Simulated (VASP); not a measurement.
# Ca (Im-3m) in VASP: a series of runs

Aim: see how the results for Ca move with the level of theory and the settings. Levels: B3LYP+D3, r2SCANh, PBE0+D3(BJ). Tasks: band structure.

All numbers are computed with VASP 6.6.1; they aren't measurements. Logs are shortened: lines on timing, memory, paths and dates and some standing lists are left out, and cuts for length are marked.

## (1) The structure

The structure is cubic, space group Im-3m (No. 229). The conventional cell has a = 4.480 Å, b = 4.480 Å, c = 4.480 Å, α = 90.00°, β = 90.00°, γ = 90.00°. Ca (site symmetry m-3m) has 8 Ca at 3.88 Å as nearest neighbours.

This isn't the form of Ca at room conditions, which is fcc.

## (2) Band structure, B3LYP+D3 (cell strained at random at fixed volume)

File POSCAR:

```
Ca
1.0
   -2.1845770000      2.2330020000      2.2089010000
    2.2291670000     -2.2710350000      2.2915230000
    2.1961350000      2.2825930000     -2.2469340000
Ca
1
Direct
   -0.0429380000     -0.0239060000     -0.0092270000
```

File INCAR.step1:

```
ALGO = Normal ; EDIFF = 1E-5
ENCUT = 520 ; GGA = PE
ISIF = 2 ; ISMEAR = 1
LASPH = True ; LCHARG = False
LREAL = False ; LWAVE = True
NELM = 80 ; PREC = Accurate
SIGMA = 0.2
```

File INCAR.step2:

```
AEXX = 0.2 ; AGGAC = 0.81
AGGAX = 0.72 ; ALDAC = 0.19
ALGO = Normal ; EDIFF = 1E-7
ENCUT = 520 ; GGA = B3
ISIF = 2 ; ISMEAR = 1
ISTART = 1 ; IVDW = 11
LASPH = True ; LCHARG = False
LHFCALC = True ; LREAL = False
LWAVE = False ; NELM = 80
PREC = Accurate ; PRECFOCK = Fast
SIGMA = 0.2
```

File KPOINTS:

```
k-points
0
Gamma
  4 4 4
```

File KPOINTS_OPT:

```
path XGY,LGZ,NGM,RG
8
line-mode
reciprocal
 0.5000000000 -0.5000000000  0.0000000000  X
 0.0000000000  0.0000000000  0.0000000000  G

 0.0000000000  0.0000000000  0.0000000000  G
 0.0000000000  0.5000000000 -0.5000000000  Y

 0.5000000000  0.0000000000 -0.5000000000  L
 0.0000000000  0.0000000000  0.0000000000  G

 0.0000000000  0.0000000000  0.0000000000  G
 0.0000000000  0.0000000000  0.5000000000  Z

 0.5000000000 -0.5000000000  0.5000000000  N
 0.0000000000  0.0000000000  0.0000000000  G

 0.0000000000  0.0000000000  0.0000000000  G
 0.0000000000  0.5000000000  0.0000000000  M

 0.5000000000  0.0000000000  0.0000000000  R
 0.0000000000  0.0000000000  0.0000000000  G
```

Potentials or basis: VASP PAW PBE potentials, release 54 (Ca_sv).

Started as:

```sh
cat potpaw_PBE.54/Ca_sv/POTCAR > POTCAR
cp INCAR.step1 INCAR
mpirun -np 1 vasp_std > vasp.out
cp INCAR.step2 INCAR
mpirun -np 1 vasp_std > vasp.out
```

OUTCAR:

```text
AEXX = 0.2
   EDIFF = 1E-7
   ENCUT = 520
   GGA = B3
   ISIF = 2
   ISMEAR = 1
   ISTART = 1
   IVDW = 11
   LASPH = True
   LHFCALC = True
   LREAL = False
   NELM = 80
   PREC = Accurate
   PRECFOCK = Fast
 IVDW          = 11

 ion  position               nearest neighbor table
   1  0.957  0.976  0.991-

  LATTYP: Found a triclinic cell.
 ALAT       =     9.9510907563
 B/A-ratio  =     0.6279517526
 C/A-ratio  =     0.3909766961
 COS(alpha) =     0.0046849009
 COS(beta)  =     0.2652666611
 COS(gamma) =     0.9473297293

  Lattice vectors:

 A1 = (   4.3361220000,   0.0876240000,  -8.9562590000)
 A2 = (   4.3807120000,   0.0495910000,  -4.4558350000)
 A3 = (  -2.2407250000,  -2.2445600000,  -2.2534900000)

Analysis of symmetry for initial positions (statically):
=====================================================================
 Subroutine PRICEL returns:
 Original cell was already a primitive cell.

 Routine SETGRP: Setting up the symmetry group for a
 triclinic supercell.

 Subroutine GETGRP returns: Found  2 space group operations
 (whereof  1 operations were pure point group operations)
 out of a pool of  2 trial point group operations.

The static configuration has the point symmetry C_1 .
 The point group associated with its full space group is S_2 .

Analysis of symmetry for dynamics (positions and initial velocities):
=====================================================================
 Subroutine PRICEL returns:
 Original cell was already a primitive cell.

 Routine SETGRP: Setting up the symmetry group for a
 triclinic supercell.

 Subroutine GETGRP returns: Found  2 space group operations
 (whereof  1 operations were pure point group operations)
 out of a pool of  2 trial point group operations.

The dynamic configuration has the point symmetry C_1 .
 The point group associated with its full space group is S_2 .

 Subroutine INISYM returns: Found  2 space group operations
 (whereof  1 operations are pure point group operations),
 and found     1 'primitive' translations

----------------------------------------------------------------------------------------

                                     Primitive cell

  volume of cell :      44.9577

  direct lattice vectors                    reciprocal lattice vectors
    -2.184577000  2.233002000  2.208901000    -0.002841530  0.223349677  0.224116964
     2.229167000 -2.271035000  2.291523000     0.223753280  0.001280216  0.219995167
     2.196135000  2.282593000 -2.246934000     0.225400092  0.220874742 -0.000366646
[... 96 lines left out ...]
   EFERMI =   0.00;   METHOD = LEGACY
   ISMEAR =     1;   SIGMA  =   0.20  broadening in eV -4-tet -1-fermi 0-gaus
   EFERMI_NEDOS =   21; number of points for ismear=-14 and -15
   IALGO  =     38    algorithm
   IMIX   =      1    mixing-type and parameters
     AMIX     =   0.40;   BMIX     =  1.00
     AMIX_MAG =   1.60;   BMIX_MAG =  1.00
  volume/ion in A,a.u.               =      44.96       303.39
  Fermi-wavevector in a.u.,A,eV,Ry     =   0.991913  1.874443 13.386651  0.983891
  Thomas-Fermi vector in A             =   2.123688
   LORBIT       =      0    0 simple, 1 ext, 2 COOP (PROOUT), +10 PAW based schemes
   GGA     = B3    functional components
   LHFCALC =     T    Hartree Fock is set to
   PRECFOCK=fast      Normal, Fast or Accurate (Low or Medium for compatibility)
   ENCUT4O =  -1.0   cutoff for four orbital integrals eV
   NKREDX  =     1    reduce k-point grid by
   NKREDY  =     1    reduce k-point grid by
   NKREDZ  =     1    reduce k-point grid by
   AEXX    =    0.2000 exact exchange contribution
   HFSCREEN=    0.0000 screening length (either q_TF or 0.3 A-1)
   HFSCREENC=   0.0000 screening length for correlation (either q_TF or 0.3 A-1)
   ENCUTFOCK=  -1.0 apply spherical cutoff to Coloumb kernel
   IVDW    =    11    specifies the selected vdW correction
   LEPSILON=     F    determine dielectric tensor
   LRPA    =     F    only Hartree local field effects (RPA)
 non-spin polarized calculation
 Methfessel and Paxton  Order N= 1 SIGMA  =   0.20
  energy-cutoff  :      520.00
  volume of cell :       44.96
 maximum number of plane-waves:      1224
  NGX = 16; NGY = 16; NGZ = 16

 number of electron      10.0000000 magnetization

 Free energy of the ion-electron system (eV)
  ---------------------------------------------------
  ext. energy  EPLUGINS =         0.00000000
  ---------------------------------------------------
  free energy    TOTEN  =        -1.22458495 eV

  energy without entropy =       -1.22890625  energy(sigma->0) =       -1.22602538

 E-fermi :   1.9583     XC(G=0):  -6.0733

 val. band max:        1.8571867123   @ k =   0.2500   0.5000   0.5000
 cond. band min:       2.2962382973   @ k =   0.5000  -0.2500   0.2500
 fundamental gap:      0.4390515850
 Fermi energy:         1.9583045527

 k-point     1 :       0.0000    0.0000    0.0000
  band No.  band energies     occupation
      1     -43.5234      2.00000
      2     -23.3703      2.00000
      3     -23.3493      2.00000
      4     -23.3376      2.00000
      5      -2.8848      2.00000
      6       4.9545     -0.00000
      7       5.0614     -0.00000
      8       5.1404     -0.00000
      9       6.0403      0.00000
[... 265 lines left out ...]
 k-point    24 :       0.2500   -0.2500    0.2500
  band No.  band energies     occupation
      1     -43.5127      2.00000
      2     -23.4127      2.00000
      3     -23.4012      2.00000
      4     -23.3848      2.00000
      5      -0.6695      2.00000
      6       4.1100     -0.00000
      7       4.8261     -0.00000
      8       4.9316     -0.00000
      9       5.9109     -0.00000

 [... further k-points ...]

------------------------ aborting loop because EDIFF is reached ----------------------------------------

 Edisp (eV)   -0.29645

 E8    (eV) :    -0.2479

  FORCE on cell =-STRESS in cart. coord.  units (eV):
  Direction    XX          YY          ZZ          XY          YZ          ZX
  --------------------------------------------------------------------------------------
  -------------------------------------------------------------------------------------
  Total      -0.47053     0.24317    -0.13403    -0.02808    -0.04457     0.07028
  in kB     -16.76849     8.66579    -4.77657    -1.00086    -1.58853     2.50473
  external pressure =       -4.29 kB  Pullay stress =        0.00 kB

 VOLUME and BASIS-vectors are now :
 -----------------------------------------------------------------------------
  energy-cutoff  :      520.00
  volume of cell :       44.96
      direct lattice vectors                 reciprocal lattice vectors
    -2.184577000  2.233002000  2.208901000    -0.002841530  0.223349677  0.224116964
     2.229167000 -2.271035000  2.291523000     0.223753280  0.001280216  0.219995167
     2.196135000  2.282593000 -2.246934000     0.225400092  0.220874742 -0.000366646

 POSITION                                       TOTAL-FORCE (eV/Angst)
 -----------------------------------------------------------------------------------
      2.26097      2.18191      2.12460        -0.000000      0.000000      0.000000
 -----------------------------------------------------------------------------------
    total drift:                                0.000001      0.000000     -0.000001

  FREE ENERGIE OF THE ION-ELECTRON SYSTEM (eV)
  ---------------------------------------------------
  free  energy   TOTEN  =        -1.5210395177 eV

  energy  without entropy=       -1.5253608126  energy(sigma->0) =       -1.52247995
```

OUTCAR.step1:

```text
EDIFF = 1E-5
   ENCUT = 520
   GGA = PE
   ISIF = 2
   ISMEAR = 1
[... 512 lines left out ...]

 POSITION                                       TOTAL-FORCE (eV/Angst)
 -----------------------------------------------------------------------------------
      2.26097      2.18191      2.12460        -0.000000      0.000000      0.000000
 -----------------------------------------------------------------------------------
    total drift:                                0.000002      0.000001     -0.000001

  FREE ENERGIE OF THE ION-ELECTRON SYSTEM (eV)
  ---------------------------------------------------
  free  energy   TOTEN  =        -1.8915736463 eV

  energy  without entropy=       -1.8700727198  energy(sigma->0) =       -1.88440667
```

It took 16 min on 1 thread of Intel Xeon Platinum 8375C at 2.90GHz (Ice Lake), shared host; peak memory 0.22 GiB.

Results:

| Quantity | Value |
| --- | --- |
| Free energy | -1.5210 eV |
| Pressure | -0.4 GPa |
| Dispersion energy per atom | -0.296 eV |

Stress tensor (GPa, compression positive):
```
-1.68 -0.10  0.25
-0.10  0.87 -0.16
 0.25 -0.16 -0.48
```

Levels at the corners of the path, in eV from the Fermi level:
```
point  band 2  band 3  band 4  band 5  band 6  band 7  band 8  band 9
    X  -25.44  -25.35  -25.31   -1.07   -0.32    2.11    3.99    4.41
    Γ  -25.33  -25.31  -25.30   -4.84    3.00    3.10    3.18    4.10
    Γ  -25.33  -25.31  -25.30   -4.84    3.00    3.10    3.18    4.14
    Y  -25.41  -25.36  -25.30   -1.20   -0.49    2.17    3.98    4.40
    L  -25.45  -25.34  -25.31   -1.00    0.39    2.10    3.97    4.39
    Γ  -25.33  -25.31  -25.30   -4.84    3.00    3.10    3.18    4.11
    Γ  -25.33  -25.31  -25.30   -4.84    3.00    3.10    3.18    4.18
    Z  -25.43  -25.35  -25.31   -1.09   -0.36    2.09    4.02    4.49
    N  -25.42  -25.39  -25.38    0.56    0.78    4.19    4.27    4.59
    Γ  -25.33  -25.31  -25.30   -4.84    3.00    3.10    3.18    4.08
    Γ  -25.33  -25.31  -25.30   -4.84    3.00    3.10    3.18    4.13
    M  -25.43  -25.33  -25.32   -1.14   -0.38    2.07    4.06    4.48
    R  -25.43  -25.37  -25.30   -1.03   -0.33    2.21    3.90    4.34
    Γ  -25.33  -25.31  -25.30   -4.84    3.00    3.10    3.18    4.10
```

Caveat: the k mesh is coarse (spacing up to 0.50 Å⁻¹), so the values aren't converged, least of all with exact exchange; an unscreened hybrid on a path of extra k points without a Coulomb cutoff has errors near the mesh points, so the bands along the path aren't reliable; the PAW data sets were made with another functional, which shifts forces and pressure a little; pairwise dispersion overbinds metals, which lowers pressure and volume.

(Part 1 of 2 ends here.)
